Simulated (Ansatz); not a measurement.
Input of an Ansatz 0.2.0 run:

File input.yaml:

```yaml
crystal:
  lattice:
    - [3.0292, 0.0, 0.0]
    - [-1.5146, 2.6233641531, 0.0]
    - [0.0, 0.0, 3.2284]
  atoms:
    - { symbol: Ti, position: [0.0, 0.0, 0.0] }
    - { symbol: B, position: [0.6666666667, 0.3333333333, 0.5] }
    - { symbol: B, position: [0.3333333333, 0.6666666667, 0.5] }
hamiltonian:
  xc: { exchange: r2scan, correlation: r2scan, exx: { coeff: 0.15 } }
  pseudopotentials: { kind: paw }
kpoints:
  mp_grid: { grid: [6, 6, 5] }
scf:
  occupations: { method: fermi_dirac, width: 0.05 }
output:
  forces: true
  stress: true
  eigenvalues: true
```

Potentials or basis: Ansatz PAW.

The run is started by

```sh
$ ansatz run input.yaml --threads 2 --pin off --max-ram 5632MiB --backend cpu --events-out ev --progress --plain --runs-dir out
```

(1) Predict the pressure.

(2) Predict the band gap on the k mesh.

Answers

(1) -3.8 GPa.

(2) none (metal or under the smearing width).

Caveat: the k mesh is coarse (spacing up to 0.40 Å⁻¹), so the values aren't converged, least of all with exact exchange; the PAW data sets come from PBE, with cores solved anew for the run's functional, which leaves a small shift of forces and pressure; the thresholds are loose for stress.
